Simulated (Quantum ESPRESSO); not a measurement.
AlNi under changes of volume

One of the cells (11.956 Å³/atom); the others are scaled copies at fixed shape and fractional positions:

```
Ni Al
1.0
     2.88100    0.00000    0.00000
     0.00000    2.88100    0.00000
     0.00000    0.00000    2.88100
Ni Al
1 1
Direct
  0.50000 0.50000 0.50000
  0.00000 0.00000 0.00000
```

- Program: Quantum ESPRESSO 7.5
- Functional: PBEsol
- Potentials or basis: GBRV 1.5 PBEsol
- Cutoff: 612 eV
- Density cutoff: 4898 eV
- k mesh: 9 × 9 × 9
- Occupations: fermi-dirac, width 0.05 eV
- Spin: collinear spin, ferromagnetic start
- Starting moments: [1.0, 0.0] μB

```csv
volume (Å³/atom),energy over the lowest point (meV/atom),pressure (GPa)
11.239,?,?
11.478,2.92,3.8
11.717,0.00,0.0
11.956,2.39,-3.4
12.196,9.54,-6.4
12.435,20.97,-9.1
12.674,36.20,-11.5
```

Task: What does the run at 11.239 Å³/atom give?

Result: Energy over the lowest point 11.75 meV/atom; pressure 7.9 GPa.

Worked out: A Birch-Murnaghan fit of order 3 (a polynomial in V^(-2/3)) to the other rows has its minimum at 11.72 Å³/atom with B0 = V·E''(V) = 173 GPa and B' = 4.3. It gives 11.74 meV/atom at 11.239 Å³/atom, against the run's 11.75, and -dE/dV = 8.0 GPa, against 7.9.

Energies are extrapolated to zero smearing.
